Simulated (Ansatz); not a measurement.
TiTe:

```
Ti Te
1.0
     0.00000    3.05007    3.05007
     3.05007    0.00000    3.05007
     3.05007    3.05007    0.00000
Ti Te
1 1
Direct
  0.50000 0.50000 0.50000
  0.00000 0.00000 0.00000
```

The cell comes from a database or a generator and needn't be the stable form of this composition.

Base run:

* Program: Ansatz 0.2.0
* Functional: r2SCAN
* Potentials or basis: Ansatz PAW
* Cutoff: 500 eV (not typed: the program's choice for these potentials)
* k mesh: 8 × 8 × 8
* Occupations: fermi-dirac, width 0.05 eV
* Spin: no spin polarisation
* Hubbard terms: Ti d U = 2 eV

Its results: band gap on the k mesh none (metal or under the smearing width); pressure -9.7 GPa.

Task: After a change of settings the same cell gave: band gap on the k mesh none (metal or under the smearing width); pressure -4.6 GPa. Which change was it?
A. hubbard terms from Ti d U = 2 eV to Ti d U = 3 eV
B. hubbard terms from Ti d U = 2 eV to none; hubbard projectors from ortho-atomic (the default) to none
C. hubbard terms from Ti d U = 2 eV to Ti d U = 8 eV

Result: C.

Caveats: spin-orbit coupling is left out, which moves the levels of the heavy elements; U without spin polarisation on a metal has little footing; the PAW data sets come from PBE, with cores solved anew for the run's functional, which leaves a small shift of forces and pressure; the U is typed as a test and isn't derived for this compound.
